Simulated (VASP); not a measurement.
# Ga3Se (Pm-3m) in VASP: notebook, part 2 of 2

VASP 6.6.1.

**4. Single point, RPBE**

Contents of INCAR:

```
PREC = Accurate ; ENCUT = 520
EDIFF = 1E-6 ; ISMEAR = -1
SIGMA = 0.1 ; LREAL = F
LASPH = T ; NELM = 100
ALGO = Normal ; ISIF = 2
LWAVE = F ; LCHARG = F
GGA = RP ; NBANDS = 30
```

Contents of KPOINTS:

```
Automatic mesh
0
Gamma
  5 5 5
```

Contents of POSCAR:

```
Ga3Se
1.0
    4.4324600000      0.0000000000      0.0000000000
    0.0000000000      4.4324600000      0.0000000000
    0.0000000000      0.0000000000      4.4324600000
Ga Se
3 1
Direct
    0.0000000000      0.5000000000      0.5000000000
    0.5000000000      0.0000000000      0.5000000000
    0.5000000000      0.5000000000      0.0000000000
    0.0000000000      0.0000000000      0.0000000000
```

Potentials or basis: VASP PAW PBE potentials, release 64 (Ga_d, Se).

Command:

```console
> cat potpaw_PBE.64/Ga_d/POTCAR potpaw_PBE.64/Se/POTCAR > POTCAR
> mpirun -np 1 vasp_std > vasp.out
```

OUTCAR:

```text
PREC = Accurate
   ENCUT = 520
   EDIFF = 1E-6
   ISMEAR = -1
   LREAL = F
   LASPH = T
   NELM = 100
   ISIF = 2
   GGA = RP

 ion  position               nearest neighbor table
   1  0.000  0.500  0.500-
   2  0.500  0.000  0.500-
   3  0.500  0.500  0.000-
   4  0.000  0.000  0.000-

  LATTYP: Found a simple cubic cell.
 ALAT       =     4.4324600000

  Lattice vectors:

 A1 = (   4.4324600000,   0.0000000000,   0.0000000000)
 A2 = (   0.0000000000,   4.4324600000,   0.0000000000)
 A3 = (   0.0000000000,   0.0000000000,   4.4324600000)

Analysis of symmetry for initial positions (statically):
=====================================================================
 Subroutine PRICEL returns:
 Original cell was already a primitive cell.

 Routine SETGRP: Setting up the symmetry group for a
 simple cubic supercell.

 Subroutine GETGRP returns: Found 48 space group operations
 (whereof 48 operations were pure point group operations)
 out of a pool of 48 trial point group operations.

The static configuration has the point symmetry O_h .

Analysis of symmetry for dynamics (positions and initial velocities):
=====================================================================
 Subroutine PRICEL returns:
 Original cell was already a primitive cell.

 Routine SETGRP: Setting up the symmetry group for a
 simple cubic supercell.

 Subroutine GETGRP returns: Found 48 space group operations
 (whereof 48 operations were pure point group operations)
 out of a pool of 48 trial point group operations.

The dynamic configuration has the point symmetry O_h .

 Subroutine INISYM returns: Found 48 space group operations
 (whereof 48 operations are pure point group operations),
 and found     1 'primitive' translations

----------------------------------------------------------------------------------------

                                     Primitive cell

  volume of cell :      87.0832

  direct lattice vectors                    reciprocal lattice vectors
     4.432460000  0.000000000  0.000000000     0.225608353  0.000000000  0.000000000
     0.000000000  4.432460000  0.000000000     0.000000000  0.225608353  0.000000000
     0.000000000  0.000000000  4.432460000     0.000000000  0.000000000  0.225608353

  length of vectors
     4.432460000  4.432460000  4.432460000     0.225608353  0.225608353  0.225608353

  position of ions in fractional coordinates (direct lattice)
     0.000000000  0.500000000  0.500000000
     0.500000000  0.000000000  0.500000000
     0.500000000  0.500000000  0.000000000
     0.000000000  0.000000000  0.000000000

  ion indices of the primitive-cell ions
   primitive index   ion index
                 1           1
                 2           2
                 3           3
                 4           4

----------------------------------------------------------------------------------------

 KPOINTS: Automatic mesh

Automatic generation of k-mesh.
 Grid dimensions read from file:
 generate k-points for:    5    5    5

 Generating k-lattice:

  Cartesian coordinates                     Fractional coordinates (reciprocal lattice)
     0.045121671  0.000000000  0.000000000     0.200000000  0.000000000  0.000000000
     0.000000000  0.045121671  0.000000000     0.000000000  0.200000000  0.000000000
     0.000000000  0.000000000  0.045121671     0.000000000  0.000000000  0.200000000

  Length of vectors
     0.045121671  0.045121671  0.045121671

  Shift w.r.t. Gamma in fractional coordinates (k-lattice)
     0.000000000  0.000000000  0.000000000

 Subroutine IBZKPT returns following result:
 ===========================================

 Found     10 irreducible k-points:

 Following reciprocal coordinates:
            Coordinates               Weight
  0.000000  0.000000  0.000000      1.000000
  0.200000  0.000000  0.000000      6.000000
  0.400000  0.000000  0.000000      6.000000
  0.200000  0.200000  0.000000     12.000000
  0.400000  0.200000  0.000000     24.000000
  0.400000  0.400000  0.000000     12.000000
  0.200000  0.200000  0.200000      8.000000
  0.400000  0.200000  0.200000     24.000000
  0.400000  0.400000  0.200000     24.000000
  0.400000  0.400000  0.400000      8.000000
   k-points           NKPTS =     10   k-points in BZ     NKDIM =     10   number of bands    NBANDS=     30
   number of dos      NEDOS =    301   number of ions     NIONS =      4
   total plane-waves  NPLWV =  46656
   dimension x,y,z NGX =    36 NGY =   36 NGZ =   36
   dimension x,y,z NGXF=    72 NGYF=   72 NGZF=   72
   ions per type =               3   1
   NGX,Y,Z   is equivalent  to a cutoff of  13.50, 13.50, 13.50 a.u.
   NGXF,Y,Z  is equivalent  to a cutoff of  27.00, 27.00, 27.00 a.u.
 SYSTEM =  unknown system
   PREC   = accura    normal or accurate (medium, high low for compatibility)
   ISTART =      0    job   : 0-new  1-cont  2-samecut
   ICHARG =      2    charge: 1-file 2-atom 10-const
   ISPIN  =      1    spin polarized calculation?
   LNONCOLLINEAR =      F non collinear calculations
   LSORBIT =      F    spin-orbit coupling
   LASPH  =      T    aspherical Exc in radial PAW
   ENCUT  =  520.0 eV  38.22 Ry    6.18 a.u.   8.24  8.24  8.24*2*pi/ulx,y,z
   NELM   =    100;   NELMIN=  2; NELMDL= -5     # of ELM steps
   EDIFF  = 0.1E-05   stopping-criterion for ELM
   LREAL  =      F    real-space projection
   EDIFFG = 0.1E-04   stopping-criterion for IOM
   NSW    =      0    number of steps for IOM
   IBRION =     -1    ionic relax: 0-MD 1-quasi-New 2-CG
   NFREE  =      0    steps in history (QN), initial steepest desc. (CG)
   ISIF   =      2    stress and relaxation
   ISYM   =      2    0-nonsym 1-usesym 2-fastsym
   POTIM  = 0.5000    time-step for ionic-motion
   TEBEG  =    0.0;   TEEND  =   0.0 temperature during run
   PSTRESS=    0.0 pullay stress
   NELECT =      45.0000    total number of electrons
   NUPDOWN=      -1.0000    fix difference up-down
   EMIN   =  10.00;   EMAX   =-10.00  energy-range for DOS
   EFERMI =   0.00;   METHOD = LEGACY
   ISMEAR =    -1;   SIGMA  =   0.10  broadening in eV -4-tet -1-fermi 0-gaus
   EFERMI_NEDOS =   21; number of points for ismear=-14 and -15
   IALGO  =     38    algorithm
   IMIX   =      4    mixing-type and parameters
     AMIX     =   0.40;   BMIX     =  1.00
     AMIX_MAG =   1.60;   BMIX_MAG =  1.00
  volume/ion in A,a.u.               =      21.77       146.92
  Fermi-wavevector in a.u.,A,eV,Ry     =   1.313714  2.482560 23.481541  1.725845
  Thomas-Fermi vector in A             =   2.444018
   LORBIT       =      0    0 simple, 1 ext, 2 COOP (PROOUT), +10 PAW based schemes
   GGA     = RP    functional components
   LHFCALC =     F    Hartree Fock is set to
   AEXX    =    0.0000 exact exchange contribution
   IVDW    =     0    specifies the selected vdW correction
   LEPSILON=     F    determine dielectric tensor
   LRPA    =     F    only Hartree local field effects (RPA)
 non-spin polarized calculation
  energy-cutoff  :      520.00
  volume of cell :       87.08
 maximum number of plane-waves:      2356
 NGX is ok and might be reduce to    36
   NGX = 17   NGY = 17   NGZ = 17

 number of electron      44.9999944 magnetization

 Free energy of the ion-electron system (eV)
  ---------------------------------------------------
  ext. energy  EPLUGINS =         0.00000000
  ---------------------------------------------------
  free energy    TOTEN  =       -11.00969892 eV

  energy without entropy =      -10.93843331  energy(sigma->0) =      -10.97406612

 E-fermi :   4.7553     XC(G=0): -10.1438

 val. band max:        4.7419163695   @ k =   0.4000   0.0000   0.0000
 cond. band min:       4.8064203899   @ k =   0.2000   0.2000   0.0000
 fundamental gap:      0.0645040205
 Fermi energy:         4.7553436814

 k-point     1 :       0.0000    0.0000    0.0000
  band No.  band energies     occupation
      1     -10.2986      2.00000
      2     -10.2822      2.00000
      3     -10.2822      2.00000
      4     -10.2822      2.00000
      5     -10.2383      2.00000
      6     -10.2383      2.00000
[... 319 lines left out ...]
     29      12.5978      0.00000
     30      13.0380      0.00000

------------------------ aborting loop because EDIFF is reached ----------------------------------------

  FORCE on cell =-STRESS in cart. coord.  units (eV):
  Direction    XX          YY          ZZ          XY          YZ          ZX
  --------------------------------------------------------------------------------------
  -------------------------------------------------------------------------------------
  Total        0.8156832      0.8156832      0.8156832     -0.0000000     -0.0000000      0.0000000
  in kB       15.0071298     15.0071298     15.0071298     -0.0000000     -0.0000000      0.0000000
  external PRESSURE =      15.0071298 kB  Pullay stress =       0.0000000 kB

 VOLUME and BASIS-vectors are now :
 -----------------------------------------------------------------------------
  energy-cutoff  :      520.00
  volume of cell :       87.08
      direct lattice vectors                 reciprocal lattice vectors
     4.432460000  0.000000000  0.000000000     0.225608353  0.000000000  0.000000000
     0.000000000  4.432460000  0.000000000     0.000000000  0.225608353  0.000000000
     0.000000000  0.000000000  4.432460000     0.000000000  0.000000000  0.225608353

 POSITION                                       TOTAL-FORCE (eV/Angst)
 -----------------------------------------------------------------------------------
      0.00000      2.21623      2.21623         0.000000      0.000000      0.000000
      2.21623      0.00000      2.21623         0.000000      0.000000      0.000000
      2.21623      2.21623      0.00000         0.000000      0.000000      0.000000
      0.00000      0.00000      0.00000         0.000000      0.000000      0.000000
 -----------------------------------------------------------------------------------
    total drift:                                0.000000      0.000000      0.000000

  FREE ENERGIE OF THE ION-ELECTRON SYSTEM (eV)
  ---------------------------------------------------
  free  energy   TOTEN  =       -11.0096989184 eV

  energy  without entropy=      -10.9384333129  energy(sigma->0) =      -10.97406612
```

OSZICAR:

```text
N       E                     dE             d eps       ncg     rms          rms(c)
DAV:   1     0.306215249214E+03    0.30622E+03   -0.21807E+04   614   0.248E+03
DAV:   2     0.285300262512E+02   -0.27769E+03   -0.26989E+03   612   0.513E+02
DAV:   3    -0.955266945540E+01   -0.38083E+02   -0.36539E+02   708   0.138E+02
DAV:   4    -0.111158872826E+02   -0.15632E+01   -0.15507E+01   692   0.289E+01
DAV:   5    -0.111606621282E+02   -0.44775E-01   -0.44761E-01   686   0.472E+00    0.314E+00
DAV:   6    -0.110186297426E+02    0.14203E+00   -0.37916E-01   830   0.527E+00    0.181E+00
DAV:   7    -0.110125922598E+02    0.60375E-02   -0.65214E-02   678   0.123E+00    0.813E-01
DAV:   8    -0.110097782084E+02    0.28141E-02   -0.10203E-02   742   0.719E-01    0.761E-02
DAV:   9    -0.110096699727E+02    0.10824E-03   -0.23952E-03   764   0.388E-01    0.521E-02
DAV:  10    -0.110096982247E+02   -0.28252E-04   -0.38726E-04   716   0.186E-01    0.126E-02
DAV:  11    -0.110096989802E+02   -0.75554E-06   -0.52902E-05   732   0.600E-02    0.396E-03
DAV:  12    -0.110096989184E+02    0.61788E-07   -0.46479E-06   686   0.144E-02
   1 F= -.11009699E+02 E0= -.10974066E+02  d E =-.712656E-01
```

Run time: 15 s. Hardware: 1 thread of Intel Xeon Platinum 8488C (Sapphire Rapids), shared host; peak memory 0.2 GiB.

Results:

| Quantity | Value |
| --- | --- |
| Free energy | -11.0097 eV |
| Pressure | 1.5 GPa |
| Band gap on the k mesh | none (metal or under the smearing width) |

Caveat: the PAW data sets were made with another functional, which shifts forces and pressure a little.
